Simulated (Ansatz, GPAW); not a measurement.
This is a calculation of TiC for Ansatz 0.2.0. The cell is a database's computed one, not the measured one.

Contents of input.yaml:

```yaml
crystal:
  lattice:
    - [0.0, 2.1657188437, 2.1657188437]
    - [2.1657188437, 0.0, 2.1657188437]
    - [2.1657188437, 2.1657188437, 0.0]
  atoms:
    - { symbol: Ti, position: [0.0, 0.0, 0.0] }
    - { symbol: C, position: [0.5, 0.5, 0.5] }
kpoints:
  mp_grid: { grid: [11, 11, 11] }
scf:
  occupations: { method: gaussian, width: 0.019 }
hamiltonian:
  xc: pbe
  pseudopotentials: { kind: all_electron, lapw: { basis_error: 0.001 } }
output:
  forces: true
  stress: true
  eigenvalues: true
```

Potentials or basis: all-electron LAPW, scalar-relativistic.

The run is started by

```console
$ ansatz run input.yaml --threads 1 --pin off --max-ram 3072MiB --backend cpu --events-out ev --progress --plain --runs-dir out
```

**Question.** What does the same run look like in GPAW 26.7.0 (ASE script)? Potentials or basis there: GPAW PAW data sets (gpaw-data 1.2.1), cutoff 800 eV.

**Answer.** As run (cutoffs and basis follow the program's own potentials, and thresholds, step limits or extra output files can differ):

File run.py:

```python
from ase.dft.bandgap import bandgap
from ase.io import read, write
from ase.units import GPa
from gpaw import GPAW, PW

atoms = read('POSCAR')

calc = GPAW(mode=PW(800),
            xc='PBE',
            kpts={'size': (11, 11, 11), 'gamma': True},
            occupations={'name': 'methfessel-paxton', 'order': 0, 'width': 0.019000000000000003},
            nbands=18,
            convergence={'density': 1e-05, 'energy': 1e-05},
            maxiter=150,
            txt='gpaw.txt')
atoms.calc = calc
energy = atoms.get_potential_energy()
forces = atoms.get_forces()
stress = atoms.get_stress()
calc.write('gs.gpw')
write('result.traj', atoms)
print(f'Energy: {energy:.6f} eV')
print('Forces (eV/A):')
print(forces.round(4))
print('Stress (GPa):', (stress / GPa).round(3))
print('Fermi level:', round(calc.get_fermi_level(), 4), 'eV')
print(f'Gap: {bandgap(calc)[0]:.4f} eV, direct: {bandgap(calc, direct=True)[0]:.4f} eV')
```

Contents of POSCAR:

```
TiC
1.0
    0.0000000000      2.1657188437      2.1657188437
    2.1657188437      0.0000000000      2.1657188437
    2.1657188437      2.1657188437      0.0000000000
Ti C
1 1
Direct
    0.0000000000      0.0000000000      0.0000000000
    0.5000000000      0.5000000000      0.5000000000
```

Potentials or basis: GPAW PAW data sets (gpaw-data 1.2.1), pw.

The run is started by

```sh
$ OMP_NUM_THREADS=1 python run.py
```

Both were run:

|  | Ansatz | GPAW |
| --- | --- | --- |
| Pressure | 0.2 GPa | 0.9 GPa |

Where Ansatz's input types no cutoff or centring, it takes its own default and a Γ-centred mesh.

Pressure is positive in compression.
